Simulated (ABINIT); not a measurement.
# ZnS (F-43m) in ABINIT: convergence with tolvrs

Aim: find how far tolvrs must go before the results for ZnS settle, at PBE. This setting moves, with any that are tied to it; all else stays.

All numbers are computed with ABINIT 10.8.3 (patched build); they aren't measurements. Logs are shortened: lines on timing, memory, paths and dates and some standing lists are left out, and cuts for length are marked. The log counts tension as positive stress, the text compression.

### Step 1. The crystal as given

The structure is cubic, space group F-43m (No. 216). Conventional cell: a = 5.404 Å, b = 5.404 Å, c = 5.404 Å, α = 90.00°, β = 90.00°, γ = 90.00°. Zn (site symmetry -43m) has 4 S at 2.34 Å as nearest neighbours. Around S (site symmetry -43m) lie 4 Zn at 2.34 Å.

### Step 2. With tolvrs 0.01

Contents of run.abi:

```
pp_dirpath "./"
pseudos "Zn.upf, S.upf"

acell 3.8212050455 3.8212050455 3.8212050455 Angstrom
rprim
     0.0000000000     0.7071067812     0.7071067812
     0.7071067812     0.0000000000     0.7071067812
     0.7071067812     0.7071067812     0.0000000000
ntypat 2
znucl 30 16
natom 2
typat 1 2
xred
     0.7500000000     0.7500000000     0.7500000000
     0.0000000000     0.0000000000     0.0000000000

ecut 1142.878222 eV

kptopt 1
ngkpt 9 9 9
nshiftk 1
shiftk 0.0 0.0 0.0

ixc 11

nband 17
occopt 3
tsmear 0.1 eV

nstep 100
tolvrs 0.01

iomode 3
prtwf 0
prtden 0
prteig 0
prtebands 0
enunit 2
```

Potentials or basis: PseudoDojo NC SR PBE v0.5 standard.

Started as:

```console
> abinit run.abi > log 2>&1
```

It took 53 s on 1 thread of Arm Neoverse V2, shared host; peak memory 0.11 GiB.

The run converged. Its results:

```
Free energy                                           : -5989.3877 eV
Pressure                                              : 1.7 GPa
Band gap on the k mesh                                : 2.11 eV, direct
Valence electrons inside the program's atomic spheres : Zn 18.12; S 3.95
```

### Step 3. With tolvrs 0.001

run.abi: that of step 2 with these lines changed.

```diff
@@ -30,3 +30,3 @@
 nstep 100
-tolvrs 0.01
+tolvrs 0.001
```

Potentials or basis: PseudoDojo NC SR PBE v0.5 standard.

Started as:

```console
> abinit run.abi > log 2>&1
```

Wall time 53 s (1 thread of Arm Neoverse V2, shared host); peak memory 0.11 GiB.

Results (log left out):

```yaml
Free_energy: -5989.3877 eV
Pressure: 1.7 GPa
Band_gap_on_the_k_mesh: 2.11 eV, direct
Valence_electrons_inside_the_program's_atomic_spheres: Zn 18.12; S 3.95
```

### Step 4. With tolvrs 0.0001

run.abi: that of step 3 with these lines changed.

```diff
@@ -30,3 +30,3 @@
 nstep 100
-tolvrs 0.001
+tolvrs 0.0001
```

Started as:

```console
> abinit run.abi > log 2>&1
```

Wall time 58 s (1 thread of Arm Neoverse V2, shared host); peak memory 0.11 GiB.

The run converged. Its results:

| Item | Value |
| --- | --- |
| Free energy | -5989.3877 eV |
| Pressure | 1.6 GPa |
| Band gap on the k mesh | 2.11 eV, direct |
| Valence electrons inside the program's atomic spheres | Zn 18.12; S 3.95 |

### Step 5. With tolvrs 1e-05

run.abi: that of step 4 with these lines changed.

```diff
@@ -30,3 +30,3 @@
 nstep 100
-tolvrs 0.0001
+tolvrs 1.0e-5
```

Started as:

```console
> abinit run.abi > log 2>&1
```

Run time: 58 s. Hardware: 1 thread of Arm Neoverse V2, shared host; peak memory 0.11 GiB.

Results (log left out):

- Free energy: -5989.3877 eV
- Pressure: 1.6 GPa
- Band gap on the k mesh: 2.11 eV, direct
- Valence electrons inside the program's atomic spheres: Zn 18.12; S 3.95

### Step 6. With tolvrs 1e-06

run.abi: that of step 5 with these lines changed.

```diff
@@ -30,3 +30,3 @@
 nstep 100
-tolvrs 1.0e-5
+tolvrs 1.0e-6
```

Potentials or basis: PseudoDojo NC SR PBE v0.5 standard.

Started as:

```console
> abinit run.abi > log 2>&1
```

Wall time 58 s (1 thread of Arm Neoverse V2, shared host); peak memory 0.11 GiB.

The run converged. Its results:

```yaml
Free_energy: -5989.3877 eV
Pressure: 1.6 GPa
Band_gap_on_the_k_mesh: 2.11 eV, direct
Valence_electrons_inside_the_program's_atomic_spheres: Zn 18.12; S 3.95
```

### Step 7. With tolvrs 1e-08

run.abi: that of step 6 with these lines changed.

```diff
@@ -30,3 +30,3 @@
 nstep 100
-tolvrs 1.0e-6
+tolvrs 1.0e-8
```

Started as:

```console
> abinit run.abi > log 2>&1
```

Run time: 68 s. Hardware: 1 thread of Arm Neoverse V2, shared host; peak memory 0.11 GiB.

The run converged. Its results:

```
Free energy                                           : -5989.3877 eV
Pressure                                              : 1.6 GPa
Band gap on the k mesh                                : 2.11 eV, direct
Valence electrons inside the program's atomic spheres : Zn 18.12; S 3.95
```

### Step 8. With tolvrs 1e-10

run.abi: that of step 7 with these lines changed.

```diff
@@ -30,3 +30,3 @@
 nstep 100
-tolvrs 1.0e-8
+tolvrs 1.0e-10
```

Started as:

```console
> abinit run.abi > log 2>&1
```

It took 72 s on 1 thread of Arm Neoverse V2, shared host; peak memory 0.11 GiB.

It converged, with:

| Property | Result |
| --- | --- |
| Free energy | -5989.3877 eV |
| Pressure | 1.6 GPa |
| Band gap on the k mesh | 2.11 eV, direct |
| Valence electrons inside the program's atomic spheres | Zn 18.12; S 3.95 |

### Step 9. With tolvrs 1e-13

run.abi: that of step 8 with these lines changed.

```diff
@@ -30,3 +30,3 @@
 nstep 100
-tolvrs 1.0e-10
+tolvrs 1.0e-13
```

Potentials or basis: PseudoDojo NC SR PBE v0.5 standard.

Started as:

```console
> abinit run.abi > log 2>&1
```

run.abo:

```text
.Version 10.8.3 of ABINIT
 Symmetries : space group F-4 3 m (#216); Bravais cF (face-center cubic)
================================================================================
 Values of the parameters that define the memory need of the present run
     intxc =       0    ionmov =       0      iscf =       7    lmnmax =       6
     lnmax =       6     mgfft =      45  mpssoang =       3    mqgrid =    3001
     natom =       2  nloc_mem =       1    nspden =       1   nspinor =       1
    nsppol =       1      nsym =      24    n1xccc =    2501    ntypat =       2
    occopt =       3   xclevel =       2
       mpw =        3495          nfft =       91125          nkpt =          35
================================================================================
================================================================================

--------------------------------------------------------------------------------
------------- Echo of variables that govern the present computation ------------
--------------------------------------------------------------------------------
 -outvars: echo values of preprocessed input variables --------
            acell      7.2210310069E+00  7.2210310069E+00  7.2210310069E+00 Bohr
              amu      6.53900000E+01  3.20660000E+01
             ecut      4.20000000E+01 Hartree
           enunit           2
              ixc          11
         kptrlatt        9    0    0      0    9    0      0    0    9
          kptrlen      6.49892791E+01
            natom           2
            nband          17
            ngfft          45      45      45
             nkpt          35
            nstep         100
             nsym          24
           ntypat           2
           occopt           3
           prtden           0
        prtebands           0
           prteig           0
            prtwf           0
            rprim      0.0000000000E+00  7.0710678120E-01  7.0710678120E-01
                       7.0710678120E-01  0.0000000000E+00  7.0710678120E-01
                       7.0710678120E-01  7.0710678120E-01  0.0000000000E+00
          spgroup         216
           tolvrs      1.00000000E-13
           tsmear      3.67493222E-03 Hartree
            typat      1  2
           xangst      4.0530000000E+00  4.0530000000E+00  4.0530000000E+00
                       0.0000000000E+00  0.0000000000E+00  0.0000000000E+00
            xcart      7.6590599884E+00  7.6590599884E+00  7.6590599884E+00
                       0.0000000000E+00  0.0000000000E+00  0.0000000000E+00
             xred      7.5000000000E-01  7.5000000000E-01  7.5000000000E-01
                       0.0000000000E+00  0.0000000000E+00  0.0000000000E+00
            znucl       30.00000   16.00000

================================================================================

 chkinp: Checking input parameters for consistency.

================================================================================
== DATASET  1 ==================================================================

--- !DatasetInfo
iteration_state: {dtset: 1, }
[... 98 lines left out ...]

 ----iterations are completed or convergence reached----

 Mean square residual over all n,k,spin=   55.431E-10; max=  32.257E-07
 reduced coordinates (array xred) for    2 atoms
       0.750000000000      0.750000000000      0.750000000000
       0.000000000000      0.000000000000      0.000000000000
 rms dE/dt=  4.7600E-29; max dE/dt=  6.7316E-29; dE/dt below (all hartree)
    1       0.000000000000      0.000000000000      0.000000000000
    2      -0.000000000000     -0.000000000000      0.000000000000

 cartesian coordinates (angstrom) at end:
    1      4.05300000004306     4.05300000004306     4.05300000004306
    2      0.00000000000000     0.00000000000000     0.00000000000000

 cartesian forces (hartree/bohr) at end:
    1      0.00000000000000     0.00000000000000    -0.00000000000000
    2     -0.00000000000000    -0.00000000000000     0.00000000000000
 frms,max,avg= 6.3111813E-30 9.8877208E-30   0.000E+00  0.000E+00  0.000E+00 h/b

 cartesian forces (eV/Angstrom) at end:
    1      0.00000000000000     0.00000000000000    -0.00000000000000
    2     -0.00000000000000    -0.00000000000000     0.00000000000000
 frms,max,avg= 3.2453399E-28 5.0844705E-28   0.000E+00  0.000E+00  0.000E+00 e/A
 length scales=  7.221031006932  7.221031006932  7.221031006932 bohr
              =  3.821205045500  3.821205045500  3.821205045500 angstroms
 Fermi (or HOMO) energy (hartree) =   0.17751   Average Vxc (hartree)=  -0.36255
 Eigenvalues (hartree) for nkpt=  35  k points:
 kpt#   1, nband= 17, wtk=  0.00137, kpt=  0.0000  0.0000  0.0000 (reduced coord)
  -4.45553   -2.77101   -2.77101   -2.77101   -0.34860   -0.09860   -0.09860   -0.09860
  -0.08036   -0.08036    0.13416    0.13416    0.13416    0.21182    0.36862    0.36862
   0.36862
      occupation numbers for kpt#   1
   2.00000    2.00000    2.00000    2.00000    2.00000    2.00000    2.00000    2.00000
   2.00000    2.00000    1.99998    1.99998    1.99998    0.00018    0.00000    0.00000
   0.00000
 prteigrs : prtvol=0 or 1, do not print more k-points.

 Fermi (or HOMO) energy (eV) =   4.83024   Average Vxc (eV)=  -9.86542
 Eigenvalues (   eV  ) for nkpt=  35  k points:
 kpt#   1, nband= 17, wtk=  0.00137, kpt=  0.0000  0.0000  0.0000 (reduced coord)
-121.24102  -75.40303  -75.40303  -75.40303   -9.48601   -2.68296   -2.68296   -2.68296
  -2.18661   -2.18661    3.65077    3.65077    3.65077    5.76394   10.03056   10.03056
  10.03056
 prteigrs : prtvol=0 or 1, do not print more k-points.

--- !EnergyTerms
iteration_state     : {dtset: 1, }
comment             : Components of total free energy in Hartree
kinetic             :  9.63292550015257E+01
hartree             :  9.22946878384559E+01
xc                  : -2.56340340909426E+01
Ewald energy        : -1.07297656326798E+02
psp_core            :  3.48854156632622E+00
local_psp           : -2.32587622912983E+02
non_local_psp       : -4.66991099192879E+01
internal            : -2.20105938843704E+02
'-kT*entropy'       : -2.19099430352689E-08
total_energy        : -2.20105938865614E+02
total_energy_eV     : -5.98938771750651E+03
band_energy         : -2.67614344276851E+01
...

 Cartesian components of stress tensor (hartree/bohr^3)
  sigma(1 1)= -5.36193006E-05  sigma(3 2)=  0.00000000E+00
  sigma(2 2)= -5.36193006E-05  sigma(3 1)=  0.00000000E+00
  sigma(3 3)= -5.36193006E-05  sigma(2 1)=  0.00000000E+00

-Cartesian components of stress tensor (GPa)         [Pressure=  1.5775E+00 GPa]
- sigma(1 1)= -1.57753429E+00  sigma(3 2)=  0.00000000E+00
- sigma(2 2)= -1.57753429E+00  sigma(3 1)=  0.00000000E+00
- sigma(3 3)= -1.57753429E+00  sigma(2 1)=  0.00000000E+00

== END DATASET(S) ==============================================================
================================================================================

 -outvars: echo values of variables after computation  --------
            acell      7.2210310069E+00  7.2210310069E+00  7.2210310069E+00 Bohr
           etotal     -2.2010593887E+02
            fcart      3.2959069397E-30  3.2959069397E-30 -9.8877208190E-30
                      -3.2959069397E-30 -3.2959069397E-30  9.8877208190E-30
            rprim      0.0000000000E+00  7.0710678120E-01  7.0710678120E-01
                       7.0710678120E-01  0.0000000000E+00  7.0710678120E-01
                       7.0710678120E-01  7.0710678120E-01  0.0000000000E+00
           strten     -5.3619300604E-05 -5.3619300604E-05 -5.3619300604E-05
                       0.0000000000E+00  0.0000000000E+00  0.0000000000E+00
           xangst      4.0530000000E+00  4.0530000000E+00  4.0530000000E+00
                       0.0000000000E+00  0.0000000000E+00  0.0000000000E+00
             xred      7.5000000000E-01  7.5000000000E-01  7.5000000000E-01
                       0.0000000000E+00  0.0000000000E+00  0.0000000000E+00
 Calculation completed.
```

Run time: 82 s. Hardware: 1 thread of Arm Neoverse V2, shared host; peak memory 0.11 GiB.

What came out:

```
Free energy                                           : -5989.3877 eV
Pressure                                              : 1.6 GPa
Band gap on the k mesh                                : 2.11 eV, direct
Valence electrons inside the program's atomic spheres : Zn 18.12; S 3.95
```

### Step 10. Summary

```tsv
tolvrs	energy less the tightest run, at zero smearing (meV/atom)	pressure (GPa)	SCF cycles	CPU time (s)	peak memory (GiB)
0.01	0.00	1.70	9	53	0.11
0.001	0.00	1.70	9	53	0.11
0.0001	0.00	1.57	10	58	0.11
1e-05	0.00	1.57	10	58	0.11
1e-06	0.00	1.57	10	58	0.11
1e-08	0.00	1.58	12	68	0.11
1e-10	0.00	1.58	13	72	0.11
1e-13	0.00	1.58	15	82	0.11
```

Against the tightest run, the energy stays within 1 meV/atom from 0.01 on; the pressure stays within 0.1 GPa from 0.0001 on. The tightest run that finished is the yardstick and may itself not be fully converged.
